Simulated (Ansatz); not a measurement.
Put Nd3H2 in P6/mmm (No. 191): Nd on 1a and 2d; H on 2c.

The calculation used DFT PBE, scalar-relativistic, plane waves, PAW, and for the lanthanide a 4f-in-core norm-conserving potential (Ansatz). Cutoff 660 eV, Γ-centred mesh, Gaussian smearing, no spin polarisation.

The zero of energy is the elements' standard structures at the same level (H₂ as a molecule); no fitted shifts are applied.

Task: Give the relaxed lattice parameters and positions.

Result:

Space group P6/mmm (No. 191). a = 5.386 Å, b = 5.386 Å, c = 4.484 Å, α = 90.00°, β = 90.00°, γ = 120.00°
| atom | site | symmetry | x | y | z |
| --- | --- | --- | --- | --- | --- |
| Nd | 1a | 6/mmm | 0.0000 | 0.0000 | 0.0000 |
| Nd | 2d | -6m2 | 0.3333 | 0.6667 | 0.5000 |
| H | 2c | -6m2 | 0.3333 | 0.6667 | 0.0000 |

Nd on a site of symmetry 6/mmm has 6 H at 3.11 Å; Nd on a site of symmetry -6m2 is surrounded by 2 H at 2.24 Å; around H lie 2 Nd at 2.24 Å, 3 H at 3.11 Å and 3 Nd at 3.11 Å. Another local minimum with the same sites may exist.

Task: Where does its energy lie, and is it a metal?

Result: The energy over the elements is +0.14 eV/atom and the gap on the 12×12×8 mesh of the 5-atom cell is 0 eV (a metal). The separate elements lie lower, so it is unstable against them.

The last run used Gaussian smearing of 0.10 eV. With hydrogen, zero-point motion can shift formation energies by some tens of meV/atom. A structure relaxed within its symmetry needn't be a true minimum. Another cell of Nd3H2 relaxed alike, in P-3m1, lies 0.41 eV/atom lower, so this cell isn't the stable form at this level.

The lanthanide is trivalent by construction, without f bands, f moments or other valences. The reference runs of the other elements, and any phases without the lanthanide, used 420 eV, which shifts energies against them by under 10 meV/atom. The lanthanide's reference is the lowest of its hcp, dhcp and fcc cells.
